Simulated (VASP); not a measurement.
# Sn: convergence, self-consistent run

Sn, I4/mmm (no. 139), 1 atom in the cell. LDA; PAW potentials Sn_d (LDA set). VASP 6.6.1.

Wanted: stress within 0.2 GPa.

What the run is for: stress; Accuracy asked: standard.

POSCAR:
```
Sn
1.0
   -1.8946518192      1.8946518192      1.9135983374
    1.8946518192     -1.8946518192      1.9135983374
    1.8946518192      1.8946518192     -1.9135983374
Sn
1
Direct
    0.0000000000      0.0000000000      0.0000000000
```

The series start from Plane-wave cutoff (eV): 310; Smearing width (eV): 0.1; k-point mesh: 14 × 14 × 14; Precision mode (PREC): Accurate; Electronic threshold (eV): 1e-6; Bands in all (NBANDS): 16; Electronic algorithm: ALGO=Normal; Support grid and gradient cutoff: ADDGRID=False GGA_COMPAT=False; Delay and inner steps: defaults. Each series keeps the choices made before it, and each single choice may use up half of a tolerance.

## Plane-wave cutoff (eV)

| Plane-wave cutoff (eV) | Stress, largest deviation (GPa) | SCF iterations | Time (s) |
|---|---|---|---|
| 190 | 33.07 | 9 | 7.1 |
| 240 | 0.60 | 9 | 15 |
| 280 | 0.13 | 9 | 17 |
| 310 | 0.27 | 9 | 19 |
| 360 | 0.10 | 9 | 21 |
| 420 | 0.00 | 10 | 24 |
| 500 | 0.05 | 10 | 23 |
| 620 (reference) | 0.00 | 10 | 60 |

Chosen: 360, the loosest value from which every tighter one stays within half of the tolerance.

## Smearing width (eV)

| Smearing width (eV) | Stress, largest deviation (GPa) | SCF iterations | Time (s) |
|---|---|---|---|
| 0.4 | 0.28 | 9 | 20 |
| 0.3 | 0.26 | 9 | 16 |
| 0.2 | 0.20 | 9 | 18 |
| 0.15 | 0.09 | 9 | 18 |
| 0.1 | 0.03 | 9 | 21 |
| 0.05 (reference) | 0.00 | 9 | 16 |

Chosen: 0.15.

## k-point mesh

| k-point mesh | Stress, largest deviation (GPa) | SCF iterations | Time (s) |
|---|---|---|---|
| 4 × 4 × 4 | 0.80 | 9 | 1.8 |
| 6 × 6 × 6 | 1.11 | 9 | 3.1 |
| 7 × 7 × 7 | 0.25 | 9 | 3.3 |
| 9 × 9 × 9 | 0.47 | 9 | 5.7 |
| 11 × 11 × 11 | 0.75 | 9 | 8.5 |
| 14 × 14 × 14 | 0.38 | 9 | 18 |
| 16 × 16 × 16 | 0.37 | 9 | 25 |
| 19 × 19 × 19 (reference) | 0.00 | 9 | 37 |

Chosen: 19 × 19 × 19; the next looser run is off by more than half of the tolerance, so convergence isn't shown beyond this value.

## Precision mode (PREC)

| Precision mode (PREC) | Stress, largest deviation (GPa) | SCF iterations | Time (s) |
|---|---|---|---|
| SingleN | 0.23 | 9 | 17 |
| Normal | 0.01 | 9 | 17 |
| Single | 0.15 | 9 | 38 |
| Accurate (reference) | 0.00 | 9 | 37 |

Chosen: Accurate; the one before it in the list is off by more than half of the tolerance.

## Electronic threshold (eV)

| Electronic threshold (eV) | Stress, largest deviation (GPa) | SCF iterations | Time (s) |
|---|---|---|---|
| 0.001 | 0.16 | 8 | 32 |
| 0.0001 | 0.28 | 9 | 34 |
| 1e-5 | 0.28 | 9 | 36 |
| 1e-6 | 0.25 | 9 | 37 |
| 1e-7 | 0.00 | 11 | 47 |
| 1e-8 (reference) | 0.00 | 11 | 58 |

Chosen: 1e-7.

## Bands in all (NBANDS)

| Bands in all (NBANDS) | Stress, largest deviation (GPa) | SCF iterations | Time (s) |
|---|---|---|---|
| 8 | 0.33 | 11 | 25 |
| 9 | 0.05 | 10 | 23 |
| 11 | 0.04 | 10 | 26 |
| 13 | 0.00 | 11 | 35 |
| 16 | 0.00 | 11 | 47 |
| 25 (reference) | 0.00 | 11 | 66 |

Chosen: 9.

## Electronic algorithm

| Electronic algorithm | Stress, largest deviation (GPa) | SCF iterations | Time (s) |
|---|---|---|---|
| ALGO=Normal | 0.00 | 10 | 23 |
| ALGO=Fast | 0.03 | 14 | 31 |
| ALGO=VeryFast | 0.10 | 34 | 73 |
| ALGO=All ISEARCH=1 | 0.07 | 16 | 41 |
| ALGO=All ISEARCH=0 | 0.07 | 16 | 41 |
| ALGO=Damped TIME=0.4 | 0.07 | 23 | 52 |
| ALGO=Damped TIME=0.1 | 0.07 | 38 | 64 |
| ALGO=Old Fast | 0.04 | 11 | 30 |

Chosen: ALGO=Normal; no other choice that stays within half of the tolerance saves 30 % of the time.

## Support grid and gradient cutoff

| Support grid and gradient cutoff | Stress, largest deviation (GPa) | SCF iterations | Time (s) |
|---|---|---|---|
| ADDGRID=False GGA_COMPAT=False | 0.00 | 10 | 23 |
| ADDGRID=True GGA_COMPAT=False | 0.01 | 10 | 26 |
| ADDGRID=False GGA_COMPAT=True | 0.00 | 10 | 28 |

Chosen: ADDGRID=False GGA_COMPAT=False.

## Delay and inner steps

| Delay and inner steps | Stress, largest deviation (GPa) | SCF iterations | Time (s) |
|---|---|---|---|
| defaults | 0.00 | 10 | 23 |
| NELMDL=-2 | 0.06 | 11 | 30 |
| NELMDL=-8 | 0.04 | 13 | 29 |
| NELMDL=-12 | 0.04 | 17 | 35 |
| NRMM=2 | 0.06 | 11 | 25 |
| NRMM=6 | 0.00 | 10 | 22 |
| WEIMIN=0.001 | 0.00 | 10 | 27 |

Chosen: defaults.

## All choices together

| Input | Stress, largest deviation (GPa) | Time (s) |
|---|---|---|
| the program's defaults (naive) | 7.25 | 1.0 |
| chosen settings | 0.16 | 22 |
| reference settings throughout | 0.00 | 172 |

The chosen settings stay within the tolerance of the reference run, but the reference itself isn't shown to be converged in: k-point mesh.

Values of the reference run: Stress: -3.672, 0, 0, 0, -3.672, 0, 0, 0, -3.56 GPa.

1 cheaper combination failed this check first and made the worst setting one step tighter.

## The input

INCAR:
```
GGA = CA
ISMEAR = 2
SIGMA = 0.15
LWAVE = F
LCHARG = F
ISIF = 2
PREC = Accurate
LASPH = T
LREAL = F
ALGO = Normal
EDIFF = 1E-7
NELM = 120
GGA_COMPAT = F
ENCUT = 420
NBANDS = 9
ADDGRID = F
```

KPOINTS:
```
Automatic mesh
0
Gamma
  19 19 19
  0 0 0
```

Commands:
```
cat potpaw_LDA.64/Sn_d/POTCAR > POTCAR
mpirun -np 1 vasp_std > vasp.out
```

The chosen input took VASP 6.6.1 22 s on 1 core (Intel Xeon 6975P-C (Granite Rapids)), a shared host.

## An input that fails: cutoff far too low

It runs to its end, but against the unchanged starting input it is off by 651.60 GPa in the stress.

Changes against the starting input:
```
- NELM = 120
- ENCUT = 310
+ NELM = 63
+ ENCUT = 130
```
